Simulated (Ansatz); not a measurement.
The geometry is COD entry 9004178, unchecked; take it as a test cell. The listed cell was then made from it by scaling, straining or moving an atom.

An input for ZnO: DFT, LDA, all-electron PAW with datasets made for the crystal, scalar-relativistic (Ansatz 0.2.0).

Command: `ansatz run input.yaml --threads 1 --pin off --max-ram 6144MiB --backend cpu --events-out ev --progress --plain --runs-dir out` The run took 32 s on 1 thread of Arm Neoverse V2, on a shared host, peak memory 0.87 GiB.

```yaml
crystal:
  lattice:
    - [3.2493987239, 0.0, 0.0]
    - [-1.6246993619, 2.8140618419, 0.0]
    - [0.0, 0.0, 5.307876]
  atoms:
    - { symbol: Zn, position: [0.3333333333, 0.6666666667, 0.0] }
    - { symbol: Zn, position: [0.6666666667, 0.3333333333, 0.5] }
    - { symbol: O, position: [0.3333333333, 0.6666666667, 0.3821] }
    - { symbol: O, position: [0.6666666667, 0.3333333333, 0.8821] }
kpoints:
  mp_grid: { grid: [11, 11, 6] }
scf:
  occupations: { method: fermi_dirac, width: 0.02 }
hamiltonian:
  xc: lda
  pseudopotentials: { kind: all_electron, datasets: crystal }
output:
  forces: true
  stress: true
  eigenvalues: true
  efg: { contact_densities: true }
```

The results part of the log:

```
SCF 1 converged in 10 iterations: F = -101674.038466 eV  dr2 = 9.54e-9
  Residual-converged pass: ⟨swp⟩=3.0  Hψ=3260  notcnv=0  max |occ|·‖R‖ = 6.6e-6 eV (tolerance 6.7e-6 eV)  dr2=9.83e-9  dr2_onsite=6.80e-9  max |Δocc| = 4.6e-14
  greatest PAW one-centre occupation: 0.956 electrons in one spin orbital (limit 2), on the Zn atom at site 1 (counted from 0), in its partial waves of l = 2
SCF converged after 10 iterations
Free energy (F): -101674.038466 eV
Harris-Foulkes:  -101674.038466 eV  (|F-HF|=9.08e-9)
Internal energy: -101674.038466 eV  (E = F + TS)
E sigma→0 (E₀):  -101674.038466 eV
Past the cutoff: the bands carry plane waves up to 1.75 times it, of which those up to 1.5 times it add -0.000135 eV an atom, each by itself; the spheres take 0.000279 eV an atom off the energy for waves past 1.75 times it
By the cutoff:   a pressure is off by up to 0.009 GPa (1.2 times the spheres' own share and the shells' term, over an atom's volume, and 0.004 GPa: a bound that held against runs at twice the plane waves)
Past the cutoffs: a stress includes 0.0016 GPa for waves and charges beyond them, in addition to the slope of what the spheres take
In the spheres:  the bands' charges fall short by 7.2e-7 e at most (sound up to 1e-3), those of shells solved beside the bands by 7.9e-8 e (sound up to 5e-4)
Fermi energy:    8.671218 eV
--- Per-component energies (eV) ---
  The terms above E_closure are by the made datasets' own strengths, without shells solved beside the bands.
--- Forces (eV/Å), atoms counted from 1 ---
  atom   1  Zn     0.00000000    -0.00000000     0.14726259
  atom   2  Zn    -0.00000000     0.00000000     0.14726259
  atom   3  O      0.00000000     0.00000000    -0.14726720
  atom   4  O     -0.00000000    -0.00000000    -0.14726720
  max |Σ_I F_I| component: 9.22e-6 eV/Å
--- Stress (GPa, compression-positive) ---
       -8.342883       0.000000       0.000000
        0.000000      -8.342883       0.000000
        0.000000       0.000000     -11.353318
  P = ⅓ Tr σ = -9.3464 GPa (-93.464 kbar)
  It holds what live shells' own plane waves past their cutoff add
--- PAW observables at the nuclei: V_zz in 10²¹ V/m², potentials from the cell's mean, atoms counted from 1 ---
  atom   1  Zn V_zz =    +1.521383   η = 0.0000   by run symmetry: allowed
            electrostatic potential = -3940.794907 V   contact ρ = 165797.047750 e/Å³
  atom   2  Zn V_zz =    +1.521383   η = 0.0000   by run symmetry: allowed
            electrostatic potential = -3940.794907 V   contact ρ = 165797.047750 e/Å³
  atom   3  O  V_zz =    -0.125494   η = 0.0000   by run symmetry: allowed
            electrostatic potential = -620.939984 V   contact ρ = 2125.323851 e/Å³
  atom   4  O  V_zz =    -0.125494   η = 0.0000   by run symmetry: allowed
            electrostatic potential = -620.939984 V   contact ρ = 2125.323851 e/Å³
--- Band table (eV; the first three rows and the last of 64) ---
  k-point 0: bands = ["-9.3437", "-8.6327", "2.5876", "2.5876", "2.6795", "2.7470", "2.7541", "2.7541", "3.7195", "3.7195", "3.9120", "3.9120", "4.2284", "7.5933", "7.5933", "8.1848", "8.3167", "8.3167", "9.0060", "13.3533"]
  k-point 1: bands = ["-9.2986", "-8.6831", "2.5937", "2.5937", "2.6327", "2.6349", "2.7374", "2.7374", "3.7368", "3.7368", "3.9040", "3.9040", "4.5324", "7.6129", "7.6424", "7.6424", "8.2691", "8.2691", "9.6540", "13.1193"]
  k-point 2: bands = ["-9.1739", "-8.8186", "2.4875", "2.5353", "2.6141", "2.6141", "2.6965", "2.6965", "3.7809", "3.7809", "3.8781", "3.8781", "5.2064", "6.8113", "7.7764", "7.7764", "8.1384", "8.1384", "10.6363", "12.4962"]
  k-point 63: bands = ["-8.4663", "-8.4663", "2.6011", "2.6011", "2.8602", "2.8602", "3.3221", "3.3221", "3.7481", "3.7481", "4.2115", "4.2115", "4.5493", "4.5493", "5.6849", "5.6849", "7.0555", "7.0555", "15.5089", "15.5089"]
```
